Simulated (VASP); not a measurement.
# CdS, band structure: which settings are enough?

CdS, F-43m (no. 216), 2 atoms in the cell. PBEsol; PAW potentials Cd, S (PBE set). VASP 6.6.1.

Wanted: band energies at the path's corners within 0.02 eV; smallest gap over path and mesh within 0.01 eV.

What the run is for: bands; Accuracy asked: standard; Route: fixed density (ICHARG 11).

Band energies at the path's corners: counted from the valence top.

POSCAR:
```
CdS
1.0
    0.0000000000      2.9165000000      2.9165000000
    2.9165000000      0.0000000000      2.9165000000
    2.9165000000      2.9165000000      0.0000000000
Cd S
1 1
Direct
    0.0000000000      0.0000000000      0.0000000000
    0.7500000000      0.7500000000      0.7500000000
```

The series start from Plane-wave cutoff (eV): 320; k-point mesh: 5 × 5 × 5; k points a path segment: 12; Electronic threshold (eV): 1e-6; Precision mode (PREC): Accurate; Bands in all (NBANDS): 21; Aspherical gradient terms in the spheres (LASPH): yes. Each series keeps the choices made before it, and each single choice may use up half of a tolerance. Times cover all steps of a run.

## Plane-wave cutoff (eV)

| Plane-wave cutoff (eV) | Band energies at the path's corners, largest deviation (eV) | Smallest gap over path and mesh (eV) | Time (s) |
|---|---|---|---|
| 220 | 0.041 | 0.982 | 15 |
| 280 | 0.008 | 0.997 | 15 |
| 320 | 0.007 | 0.998 | 23 |
| 360 | 0.004 | 1.000 | 32 |
| 440 | 0.001 | 1.003 | 32 |
| 550 (reference) | 0.000 | 1.004 | 30 |

Chosen: 360, the loosest value from which every tighter one stays within half of the tolerance.

## k-point mesh

| k-point mesh | Band energies at the path's corners, largest deviation (eV) | Smallest gap over path and mesh (eV) | Time (s) |
|---|---|---|---|
| 2 × 2 × 2 | 0.241 | 0.840 | 24 |
| 3 × 3 × 3 | 0.062 | 0.960 | 25 |
| 4 × 4 × 4 | 0.018 | 0.991 | 28 |
| 5 × 5 × 5 | 0.006 | 1.000 | 32 |
| 7 × 7 × 7 | 0.001 | 1.004 | 32 |
| 8 × 8 × 8 (reference) | 0.000 | 1.004 | 34 |

Chosen: 5 × 5 × 5.

## Electronic threshold (eV)

| Electronic threshold (eV) | Band energies at the path's corners, largest deviation (eV) | Smallest gap over path and mesh (eV) | Time (s) |
|---|---|---|---|
| 0.001 | 0.009 | 0.992 | 16 |
| 0.0001 | 0.003 | 0.996 | 15 |
| 1e-5 | 0.000 | 1.000 | 18 |
| 1e-6 | 0.000 | 1.000 | 15 |
| 1e-7 (reference) | 0.000 | 1.000 | 17 |

Chosen: 0.0001.

## Precision mode (PREC)

| Precision mode (PREC) | Band energies at the path's corners, largest deviation (eV) | Smallest gap over path and mesh (eV) | Time (s) |
|---|---|---|---|
| SingleN | 0.004 | 0.999 | 7.5 |
| Normal | 0.000 | 0.996 | 8.7 |
| Accurate (reference) | 0.000 | 0.996 | 15 |

Chosen: SingleN.

## Bands in all (NBANDS)

| Bands in all (NBANDS) | Band energies at the path's corners, largest deviation (eV) | Smallest gap over path and mesh (eV) | Time (s) |
|---|---|---|---|
| 11 | 0.004 | 1.000 | 5.2 |
| 12 | 0.003 | 1.000 | 5.3 |
| 13 | 0.005 | 1.000 | 5.8 |
| 15 | 0.008 | 1.000 | 6.1 |
| 21 | 0.009 | 0.999 | 7.5 |
| 31 (reference) | 0.000 | 0.997 | 9.9 |

Chosen: 11.

## Aspherical gradient terms in the spheres (LASPH)

| Aspherical gradient terms in the spheres (LASPH) | Band energies at the path's corners, largest deviation (eV) | Smallest gap over path and mesh (eV) | Time (s) |
|---|---|---|---|
| no | 0.000 | 1.000 | 4.3 |
| yes (reference) | 0.000 | 1.000 | 5.2 |

Chosen: no.

Also changed on the way, by series that aren't shown: k points a path segment: 5.

## All choices together

| Input | Band energies at the path's corners, largest deviation (eV) | Smallest gap over path and mesh (eV) | Time (s) |
|---|---|---|---|
| the program's defaults (naive) | 0.017 | 0.985 | 17 |
| chosen settings | 0.007 | 1.000 | 4.3 |
| reference settings throughout | 0.000 | 1.008 | 125 |

The tolerance is met.

## The input

INCAR.step1:
```
SYSTEM = CdS
GGA = PS
ISMEAR = 0
SIGMA = 0.03
LWAVE = .False.
LCHARG = .True.
NBANDS = 11
PREC = SingleN
LASPH = .False.
LREAL = .False.
ALGO = Normal
EDIFF = 1E-4
NELM = 120
GGA_COMPAT = .False.
ENCUT = 360
EFERMI = MIDGAP
```

INCAR.step2, as INCAR.step1 but for:
```
- LCHARG = .True.
+ LCHARG = .False.
+ ICHARG = 11
```

KPOINTS.step1:
```
Automatic mesh
0
Gamma
  5 5 5
  0 0 0
```

KPOINTS.step2:
```
path GXWKGLUWLK,UX
5
line-mode
reciprocal
 0.0000000000  0.0000000000  0.0000000000  G
 0.5000000000  0.0000000000  0.5000000000  X

 0.5000000000  0.0000000000  0.5000000000  X
 0.5000000000  0.2500000000  0.7500000000  W

 0.5000000000  0.2500000000  0.7500000000  W
 0.3750000000  0.3750000000  0.7500000000  K

 0.3750000000  0.3750000000  0.7500000000  K
 0.0000000000  0.0000000000  0.0000000000  G

 0.0000000000  0.0000000000  0.0000000000  G
 0.5000000000  0.5000000000  0.5000000000  L

 0.5000000000  0.5000000000  0.5000000000  L
 0.6250000000  0.2500000000  0.6250000000  U

 0.6250000000  0.2500000000  0.6250000000  U
 0.5000000000  0.2500000000  0.7500000000  W

 0.5000000000  0.2500000000  0.7500000000  W
 0.5000000000  0.5000000000  0.5000000000  L

 0.5000000000  0.5000000000  0.5000000000  L
 0.3750000000  0.3750000000  0.7500000000  K

 0.6250000000  0.2500000000  0.6250000000  U
 0.5000000000  0.0000000000  0.5000000000  X
```

Commands (each step's output is kept before the next begins):
```
cat potpaw_PBE.64/Cd/POTCAR potpaw_PBE.64/S/POTCAR > POTCAR
cp INCAR.step1 INCAR
cp KPOINTS.step1 KPOINTS
mpirun -np 1 vasp_std > vasp.out
cp INCAR.step2 INCAR
cp KPOINTS.step2 KPOINTS
mpirun -np 1 vasp_std > vasp.out
```

Limits: PBEsol gaps are mostly well below measured ones.

The chosen input took VASP 6.6.1 4.3 s on 1 core (Intel Xeon Platinum 8488C (Sapphire Rapids)), a shared host.

## An input that fails: fixed density asked without a density file

VASP's message: ERROR: charge density could not be read from file CHGCAR for ICHARG>10.

Changes against the starting input:
```
- LCHARG = True
- NELM = 120
+ LCHARG = False
+ NELM = 97
+ ICHARG = 11
```
